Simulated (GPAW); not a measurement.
# SnTe (Fm-3m) in GPAW: a series of runs

Aim: see how the results for SnTe move with the level of theory and the settings. Levels: PBEsol+D3, PBEsol+D3(BJ), PBEsol+D3(BJ)+ATM, PBEsol+D4. Tasks: relaxation of cell and atoms.

Program: GPAW 26.7.0. These are calculated values, not measurements. Logs are shortened: lines on timing, memory, paths and dates and some standing lists are left out, and cuts for length are marked. The log counts tension as positive stress, the text compression.

## (1) The crystal as given

The structure is cubic, space group Fm-3m (No. 225). The conventional cell has a = 6.302 Å, b = 6.302 Å, c = 6.302 Å, α = 90.00°, β = 90.00°, γ = 90.00°. Around Te (site symmetry m-3m) lie 6 Sn at 3.15 Å. Sn (site symmetry m-3m) is surrounded by 6 Te at 3.15 Å.

## (2) Relaxation of cell and atoms, PBEsol+D3

The input, run.py:

```python
from ase import Atoms
from ase.calculators.mixing import SumCalculator
from ase.filters import FrechetCellFilter
from ase.io import write
from ase.optimize import BFGS
from dftd3.ase import DFTD3
from gpaw import GPAW, PW, setup_paths

setup_paths.insert(0, '.')

atoms = Atoms(['Te', 'Sn'],
              cell=[[0.0, 3.15085, 3.15085],
                    [3.15085, 0.0, 3.15085],
                    [3.15085, 3.15085, 0.0]],
              scaled_positions=[[0.5, 0.5, 0.5],
                                [0.0, 0.0, 0.0]],
              pbc=True)

calc = GPAW(mode=PW(600),
            xc='PBEsol',
            kpts={'size': (7, 7, 7), 'gamma': True},
            occupations={'name': 'fermi-dirac', 'width': 0.05},
            nbands=19,
            convergence={'density': 1e-05, 'forces': 0.0001},
            maxiter=150,
            txt='gpaw.txt')
atoms.calc = SumCalculator([calc, DFTD3(method='pbesol', damping='d3zero')])
opt = BFGS(FrechetCellFilter(atoms), trajectory='relax.traj', logfile='-')
done = opt.run(fmax=0.02, steps=60)
calc.write('gs.gpw')
write('result.traj', atoms)
print('Converged:', done)
print('Cell:', atoms.cell.cellpar().round(4))
print('Volume:', round(atoms.get_volume(), 4))
print(atoms.get_scaled_positions().round(5))
```

Potentials or basis: PAW data sets generated in the run's folder for this functional, pw.

Command:

```bash
$ gpaw-setup -f PBEsol Sn Te
$ OMP_NUM_THREADS=1 python run.py
```

gpaw.txt:

```text
__  _  _
 | _ |_)|_||  |
 |__||  | ||/\| - 26.7.0

Input parameters:
  mode=PW(ecut=600.0),
  convergence={'density': 1e-05, 'forces': 0.0001},
  kpts=MonkhorstPack(size=(7, 7, 7), gamma=True),
  maxiter=150,
  nbands=19,
  occupations=Occupations(name='fermi-dirac', width=0.05),
  xc=XC(name='PBEsol')

Diagonalizing LCAO Hamiltonian
Converting LCAO to pw mode

                 Te

       Sn

Atoms  # Å, Bohr magnetons
|   | symbol |        x |        y |        z |    initial magnetic moments |
|---|--------|----------|----------|----------|-----------------------------|
| 0 |     Te | 3.150850 | 3.150850 | 3.150850 | ( 0.0000,  0.0000,  0.0000) |
| 1 |     Sn | 0.000000 | 0.000000 | 0.000000 | ( 0.0000,  0.0000,  0.0000) |

Unit cell  # Å
| periodic |        x |        y |        z |  lengths |    angles |
|----------|----------|----------|----------|----------|-----------|
|      yes | 0.000000 | 3.150850 | 3.150850 | 4.455975 | 60.000000 |
|      yes | 3.150850 | 0.000000 | 3.150850 | 4.455975 | 60.000000 |
|      yes | 3.150850 | 3.150850 | 0.000000 | 4.455975 | 60.000000 |

Number of symmetries: 48
Symmetry operations  # r_c * U_cc + t_c -> r_c
|    | kind |            matrix            |
|----|------|------------------------------|
|  0 |  σ   |  1, 0, 0,  1, 0,-1,  1,-1, 0 |
|  1 |  C2  |  1, 0, 0,  1,-1, 0,  1, 0,-1 |
|  2 |  E   |  1, 0, 0,  0, 1, 0,  0, 0, 1 |
|  3 |  σ   |  1, 0, 0,  0, 0, 1,  0, 1, 0 |
|  4 |  C4  |  1, 0,-1,  1, 0, 0,  1,-1, 0 |
|  5 |  S6  |  1, 0,-1,  1,-1, 0,  1, 0, 0 |
|  6 |  σ   |  1, 0,-1,  0, 1,-1,  0, 0,-1 |
|  7 |  C3  |  1, 0,-1,  0, 0,-1,  0, 1,-1 |
|  8 |  S6  |  1,-1, 0,  1, 0, 0,  1, 0,-1 |
|  9 |  C4  |  1,-1, 0,  1, 0,-1,  1, 0, 0 |
| 10 |  C3  |  1,-1, 0,  0,-1, 1,  0,-1, 0 |
| 11 |  σ   |  1,-1, 0,  0,-1, 0,  0,-1, 1 |
| 12 |  σ   |  0, 1, 0,  1, 0, 0,  0, 0, 1 |
| 13 |  C4  |  0, 1, 0,  0, 1,-1, -1, 1, 0 |
| 14 |  C3  |  0, 1, 0,  0, 0, 1,  1, 0, 0 |
| 15 |  S6  |  0, 1, 0, -1, 1, 0,  0, 1,-1 |
| 16 |  C2  |  0, 1,-1,  1, 0,-1,  0, 0,-1 |
| 17 |  σ   |  0, 1,-1,  0, 1, 0, -1, 1, 0 |
| 18 |  S4  |  0, 1,-1,  0, 0,-1,  1, 0,-1 |
| 19 |  C4  |  0, 1,-1, -1, 1, 0,  0, 1, 0 |
| 20 |  C3  |  0, 0, 1,  1, 0, 0,  0, 1, 0 |
| 21 |  σ   |  0, 0, 1,  0, 1, 0,  1, 0, 0 |
| 22 |  S6  |  0, 0, 1,  0,-1, 1, -1, 0, 1 |
| 23 |  C4  |  0, 0, 1, -1, 0, 1,  0,-1, 1 |
| 24 |  S4  |  0, 0,-1,  1, 0,-1,  0, 1,-1 |
| 25 |  C3  |  0, 0,-1,  0, 1,-1,  1, 0,-1 |
| 26 |  C2  |  0, 0,-1,  0,-1, 0, -1, 0, 0 |
| 27 |  S6  |  0, 0,-1, -1, 0, 0,  0,-1, 0 |
| 28 |  S4  |  0,-1, 1,  1,-1, 0,  0,-1, 0 |
| 29 |  C4  |  0,-1, 1,  0, 0, 1, -1, 0, 1 |
| 30 |  C2  |  0,-1, 1,  0,-1, 0,  1,-1, 0 |
| 31 |  σ   |  0,-1, 1, -1, 0, 1,  0, 0, 1 |
| 32 |  C3  |  0,-1, 0,  1,-1, 0,  0,-1, 1 |
| 33 |  S6  |  0,-1, 0,  0, 0,-1, -1, 0, 0 |
[... 179 lines left out ...]
Fermi level: 6.343
Eigenvalues  # (at kpt = [0.000, 0.000, 0.000])
| band index |      eig [eV] | occ [0-2] |
|------------|---------------|-----------|
|          0 |       -15.484 |     2.000 |
|        ... |               |           |
|          2 |       -15.475 |     2.000 |
|          3 |       -15.475 |     2.000 |
|          4 |       -15.475 |     2.000 |
|          5 |        -6.506 |     2.000 |
|          6 |         1.607 |     2.000 |
|          7 |         4.161 |     2.000 |
[... 9 lines left out ...]
|         17 |        13.227 |     0.000 |
|         18 |        13.227 |     0.000 |

Gap: 0.664 eV
Transition (v -> c):
  (s=0, k=19, n=9, [0.43, 0.43, 0.43]) -> (s=0, k=19, n=10, [0.43, 0.43, 0.43])
No difference between direct/indirect transitions

Stress tensor  # eV/Ang^3
|        x |         y |         z |
|----------|-----------|-----------|
| 0.004070 |  0.000000 |  0.000000 |
| 0.000000 |  0.004070 | -0.000000 |
| 0.000000 | -0.000000 |  0.004070 |

Forces  # eV/Ang
|       x |        y |        z |
|---------|----------|----------|
| 0.00000 | -0.00000 | -0.00000 |  # Te   0
| 0.00000 |  0.00000 |  0.00000 |  # Sn   1

Interpolating wave functions to new cell

                 Te

       Sn

Atoms  # Å, Bohr magnetons
|   | symbol |         x |         y |         z |    initial magnetic moments |
|---|--------|-----------|-----------|-----------|-----------------------------|
| 0 |     Te |  3.144133 |  3.144133 |  3.144133 | ( 0.0000,  0.0000,  0.0000) |
| 1 |     Sn | -0.000000 | -0.000000 | -0.000000 | ( 0.0000,  0.0000,  0.0000) |

Unit cell  # Å
| periodic |        x |        y |        z |  lengths |    angles |
|----------|----------|----------|----------|----------|-----------|
|      yes | 0.000000 | 3.144133 | 3.144133 | 4.446475 | 60.000000 |
|      yes | 3.144133 | 0.000000 | 3.144133 | 4.446475 | 60.000000 |
|      yes | 3.144133 | 3.144133 | 0.000000 | 4.446475 | 60.000000 |

Number of symmetries: 48
Symmetry operations  # r_c * U_cc + t_c -> r_c
|    | kind |            matrix            |
|----|------|------------------------------|
|  0 |  σ   |  1, 0, 0,  1, 0,-1,  1,-1, 0 |
|  1 |  C2  |  1, 0, 0,  1,-1, 0,  1, 0,-1 |
|  2 |  E   |  1, 0, 0,  0, 1, 0,  0, 0, 1 |
|  3 |  σ   |  1, 0, 0,  0, 0, 1,  0, 1, 0 |
|  4 |  C4  |  1, 0,-1,  1, 0, 0,  1,-1, 0 |
|  5 |  S6  |  1, 0,-1,  1,-1, 0,  1, 0, 0 |
|  6 |  σ   |  1, 0,-1,  0, 1,-1,  0, 0,-1 |
|  7 |  C3  |  1, 0,-1,  0, 0,-1,  0, 1,-1 |
|  8 |  S6  |  1,-1, 0,  1, 0, 0,  1, 0,-1 |
|  9 |  C4  |  1,-1, 0,  1, 0,-1,  1, 0, 0 |
| 10 |  C3  |  1,-1, 0,  0,-1, 1,  0,-1, 0 |
| 11 |  σ   |  1,-1, 0,  0,-1, 0,  0,-1, 1 |
| 12 |  σ   |  0, 1, 0,  1, 0, 0,  0, 0, 1 |
| 13 |  C4  |  0, 1, 0,  0, 1,-1, -1, 1, 0 |
| 14 |  C3  |  0, 1, 0,  0, 0, 1,  1, 0, 0 |
| 15 |  S6  |  0, 1, 0, -1, 1, 0,  0, 1,-1 |
| 16 |  C2  |  0, 1,-1,  1, 0,-1,  0, 0,-1 |
| 17 |  σ   |  0, 1,-1,  0, 1, 0, -1, 1, 0 |
| 18 |  S4  |  0, 1,-1,  0, 0,-1,  1, 0,-1 |
| 19 |  C4  |  0, 1,-1, -1, 1, 0,  0, 1, 0 |
| 20 |  C3  |  0, 0, 1,  1, 0, 0,  0, 1, 0 |
| 21 |  σ   |  0, 0, 1,  0, 1, 0,  1, 0, 0 |
| 22 |  S6  |  0, 0, 1,  0,-1, 1, -1, 0, 1 |
| 23 |  C4  |  0, 0, 1, -1, 0, 1,  0,-1, 1 |
| 24 |  S4  |  0, 0,-1,  1, 0,-1,  0, 1,-1 |
| 25 |  C3  |  0, 0,-1,  0, 1,-1,  1, 0,-1 |
| 26 |  C2  |  0, 0,-1,  0,-1, 0, -1, 0, 0 |
| 27 |  S6  |  0, 0,-1, -1, 0, 0,  0,-1, 0 |
| 28 |  S4  |  0,-1, 1,  1,-1, 0,  0,-1, 0 |
| 29 |  C4  |  0,-1, 1,  0, 0, 1, -1, 0, 1 |
| 30 |  C2  |  0,-1, 1,  0,-1, 0,  1,-1, 0 |
| 31 |  σ   |  0,-1, 1, -1, 0, 1,  0, 0, 1 |
| 32 |  C3  |  0,-1, 0,  1,-1, 0,  0,-1, 1 |
| 33 |  S6  |  0,-1, 0,  0, 0,-1, -1, 0, 0 |
[... 178 lines left out ...]
Fermi level: 6.423
Eigenvalues  # (at kpt = [0.000, 0.000, 0.000])
| band index |      eig [eV] | occ [0-2] |
|------------|---------------|-----------|
|          0 |       -15.410 |     2.000 |
|        ... |               |           |
|          2 |       -15.400 |     2.000 |
|          3 |       -15.400 |     2.000 |
|          4 |       -15.400 |     2.000 |
|          5 |        -6.476 |     2.000 |
|          6 |         1.710 |     2.000 |
|          7 |         4.221 |     2.000 |
[... 9 lines left out ...]
|         17 |        13.309 |     0.000 |
|         18 |        13.309 |     0.000 |

Gap: 0.667 eV
Transition (v -> c):
  (s=0, k=19, n=9, [0.43, 0.43, 0.43]) -> (s=0, k=19, n=10, [0.43, 0.43, 0.43])
No difference between direct/indirect transitions

Stress tensor  # eV/Ang^3
|         x |         y |         z |
|-----------|-----------|-----------|
|  0.002278 | -0.000000 | -0.000000 |
| -0.000000 |  0.002278 | -0.000000 |
| -0.000000 | -0.000000 |  0.002278 |

Forces  # eV/Ang
|       x |        y |       z |
|---------|----------|---------|
| 0.00000 | -0.00000 | 0.00000 |  # Te   0
| 0.00000 |  0.00000 | 0.00000 |  # Sn   1

Interpolating wave functions to new cell

                Te

       Sn

Atoms  # Å, Bohr magnetons
|   | symbol |        x |        y |        z |    initial magnetic moments |
|---|--------|----------|----------|----------|-----------------------------|
| 0 |     Te | 3.115443 | 3.115443 | 3.115443 | ( 0.0000,  0.0000,  0.0000) |
| 1 |     Sn | 0.000000 | 0.000000 | 0.000000 | ( 0.0000,  0.0000,  0.0000) |

Unit cell  # Å
| periodic |        x |         y |        z |  lengths |    angles |
|----------|----------|-----------|----------|----------|-----------|
|      yes | 0.000000 |  3.115443 | 3.115443 | 4.405901 | 60.000000 |
|      yes | 3.115443 | -0.000000 | 3.115443 | 4.405901 | 60.000000 |
|      yes | 3.115443 |  3.115443 | 0.000000 | 4.405901 | 60.000000 |

Number of symmetries: 48
Symmetry operations  # r_c * U_cc + t_c -> r_c
|    | kind |            matrix            |
|----|------|------------------------------|
|  0 |  σ   |  1, 0, 0,  1, 0,-1,  1,-1, 0 |
|  1 |  C2  |  1, 0, 0,  1,-1, 0,  1, 0,-1 |
|  2 |  E   |  1, 0, 0,  0, 1, 0,  0, 0, 1 |
|  3 |  σ   |  1, 0, 0,  0, 0, 1,  0, 1, 0 |
|  4 |  C4  |  1, 0,-1,  1, 0, 0,  1,-1, 0 |
|  5 |  S6  |  1, 0,-1,  1,-1, 0,  1, 0, 0 |
|  6 |  σ   |  1, 0,-1,  0, 1,-1,  0, 0,-1 |
|  7 |  C3  |  1, 0,-1,  0, 0,-1,  0, 1,-1 |
|  8 |  S6  |  1,-1, 0,  1, 0, 0,  1, 0,-1 |
|  9 |  C4  |  1,-1, 0,  1, 0,-1,  1, 0, 0 |
| 10 |  C3  |  1,-1, 0,  0,-1, 1,  0,-1, 0 |
| 11 |  σ   |  1,-1, 0,  0,-1, 0,  0,-1, 1 |
| 12 |  σ   |  0, 1, 0,  1, 0, 0,  0, 0, 1 |
| 13 |  C4  |  0, 1, 0,  0, 1,-1, -1, 1, 0 |
| 14 |  C3  |  0, 1, 0,  0, 0, 1,  1, 0, 0 |
| 15 |  S6  |  0, 1, 0, -1, 1, 0,  0, 1,-1 |
| 16 |  C2  |  0, 1,-1,  1, 0,-1,  0, 0,-1 |
| 17 |  σ   |  0, 1,-1,  0, 1, 0, -1, 1, 0 |
| 18 |  S4  |  0, 1,-1,  0, 0,-1,  1, 0,-1 |
| 19 |  C4  |  0, 1,-1, -1, 1, 0,  0, 1, 0 |
| 20 |  C3  |  0, 0, 1,  1, 0, 0,  0, 1, 0 |
| 21 |  σ   |  0, 0, 1,  0, 1, 0,  1, 0, 0 |
| 22 |  S6  |  0, 0, 1,  0,-1, 1, -1, 0, 1 |
| 23 |  C4  |  0, 0, 1, -1, 0, 1,  0,-1, 1 |
| 24 |  S4  |  0, 0,-1,  1, 0,-1,  0, 1,-1 |
| 25 |  C3  |  0, 0,-1,  0, 1,-1,  1, 0,-1 |
| 26 |  C2  |  0, 0,-1,  0,-1, 0, -1, 0, 0 |
| 27 |  S6  |  0, 0,-1, -1, 0, 0,  0,-1, 0 |
| 28 |  S4  |  0,-1, 1,  1,-1, 0,  0,-1, 0 |
| 29 |  C4  |  0,-1, 1,  0, 0, 1, -1, 0, 1 |
| 30 |  C2  |  0,-1, 1,  0,-1, 0,  1,-1, 0 |
| 31 |  σ   |  0,-1, 1, -1, 0, 1,  0, 0, 1 |
| 32 |  C3  |  0,-1, 0,  1,-1, 0,  0,-1, 1 |
| 33 |  S6  |  0,-1, 0,  0, 0,-1, -1, 0, 0 |
[... 179 lines left out ...]
Fermi level: 6.765
Eigenvalues  # (at kpt = [0.000, 0.000, 0.000])
| band index |      eig [eV] | occ [0-2] |
|------------|---------------|-----------|
|          0 |       -15.088 |     2.000 |
|        ... |               |           |
|          2 |       -15.078 |     2.000 |
|          3 |       -15.078 |     2.000 |
|          4 |       -15.078 |     2.000 |
|          5 |        -6.350 |     2.000 |
|          6 |         2.158 |     2.000 |
|          7 |         4.481 |     2.000 |
[... 9 lines left out ...]
|         17 |        13.667 |     0.000 |
|         18 |        13.667 |     0.000 |

Gap: 0.673 eV
Transition (v -> c):
  (s=0, k=19, n=9, [0.43, 0.43, 0.43]) -> (s=0, k=19, n=10, [0.43, 0.43, 0.43])
No difference between direct/indirect transitions

Stress tensor  # eV/Ang^3
|         x |         y |         z |
|-----------|-----------|-----------|
| -0.006050 | -0.000000 |  0.000000 |
| -0.000000 | -0.006050 |  0.000000 |
|  0.000000 |  0.000000 | -0.006050 |

Forces  # eV/Ang
|        x |        y |        z |
|----------|----------|----------|
| -0.00000 |  0.00000 |  0.00000 |  # Te   0
| -0.00000 | -0.00000 | -0.00000 |  # Sn   1

# Writing to gs.gpw (mode='')
```

Wall time 41 s (1 thread of Arm Neoverse V2, shared host); peak memory 0.19 GiB.

What came out:

```
Free energy                            : -9.0234 eV
Relaxed volume                         : 30.24 Å³/atom
Relaxed cell                           : a = 4.406 Å, b = 4.406 Å, c = 4.406 Å, α = 60.00°, β = 60.00°, γ = 60.00°
Space group after relaxing (to 0.05 Å) : Fm-3m (No. 225)
Energy gained by relaxing              : 4.9 meV/atom
Ionic steps                            : 3
Pressure after relaxing                : 0.1 GPa
Dispersion energy per atom             : -0.208 eV
```

Step by step:
```csv
step,energy change (eV),largest force (eV/Å),pressure (GPa),volume (Å³)
1,0.0000,0.0000,-1.53,62.56
2,-0.0034,0.0000,-1.25,62.16
3,-0.0098,0.0000,0.06,60.48
```

Final structure:
```
CELL_PARAMETERS angstrom
0.00000 3.11544 3.11544
3.11544 0.00000 3.11544
3.11544 3.11544 0.00000
ATOMIC_POSITIONS crystal
Te 0.50000 0.50000 0.50000
Sn 0.00000 0.00000 0.00000
```

Levels at points of the mesh, in eV from the Fermi level:
```csv
k point,band 6,band 7,band 8,band 9,band 10,band 11,band 12,band 13,band 14,band 15
"(0.00, 0.00, 0.00)",-13.12,-4.61,-2.28,-2.28,-2.28,3.35,3.35,3.35,4.64,4.64
```

Caveat: this odd mesh misses L, where the gap lies, so gap, dielectric constants and Born charges aren't listed; later steps reuse the first step's grids.

## (3) Relaxation of cell and atoms, PBEsol+D3(BJ)

run.py: that of step 2 with these lines changed.

```diff
@@ -26,3 +26,3 @@
             txt='gpaw.txt')
-atoms.calc = SumCalculator([calc, DFTD3(method='pbesol', damping='d3zero')])
+atoms.calc = SumCalculator([calc, DFTD3(method='pbesol', damping='d3bj')])
 opt = BFGS(FrechetCellFilter(atoms), trajectory='relax.traj', logfile='-')
```

Potentials or basis: PAW data sets generated in the run's folder for this functional, pw.

Command:

```bash
$ gpaw-setup -f PBEsol Sn Te
$ OMP_NUM_THREADS=1 python run.py
```

It took 51 s on 1 thread of Arm Neoverse V2, shared host; peak memory 0.21 GiB.

Results (log left out):

| Property | Result |
| --- | --- |
| Free energy | -9.4155 eV |
| Relaxed volume | 29.55 Å³/atom |
| Relaxed cell | a = 4.372 Å, b = 4.372 Å, c = 4.372 Å, α = 60.00°, β = 60.00°, γ = 60.00° |
| Space group after relaxing (to 0.05 Å) | Fm-3m (No. 225) |
| Energy gained by relaxing | 15.0 meV/atom |
| Ionic steps | 4 |
| Pressure after relaxing | 0.0 GPa |
| Dispersion energy per atom | -0.411 eV |

Step by step:
| step | energy change (eV) | largest force (eV/Å) | pressure (GPa) | volume (Å³) |
| --- | --- | --- | --- | --- |
| 1 | 0.0000 | 0.0000 | -2.64 | 62.56 |
| 2 | -0.0103 | 0.0000 | -2.19 | 61.88 |
| 3 | -0.0299 | 0.0000 | 0.20 | 58.86 |
| 4 | -0.0300 | 0.0000 | -0.01 | 59.09 |

Final structure:
```
CELL_PARAMETERS angstrom
0.00000 3.09147 3.09147
3.09147 0.00000 3.09147
3.09147 3.09147 0.00000
ATOMIC_POSITIONS crystal
Te 0.50000 0.50000 0.50000
Sn 0.00000 0.00000 0.00000
```

Levels at points of the mesh, in eV from the Fermi level:
```csv
k point,band 8,band 9,band 10,band 11,band 12,band 13
"(0.00, 0.00, 0.00)",-2.34,-2.34,-2.34,3.40,3.40,3.40
```

Caveat: this odd mesh misses L, where the gap lies, so gap, dielectric constants and Born charges aren't listed; later steps reuse the first step's grids. Spin-orbit coupling is left out, which matters for the levels of Te.

(Part 1 of 2 ends here.)
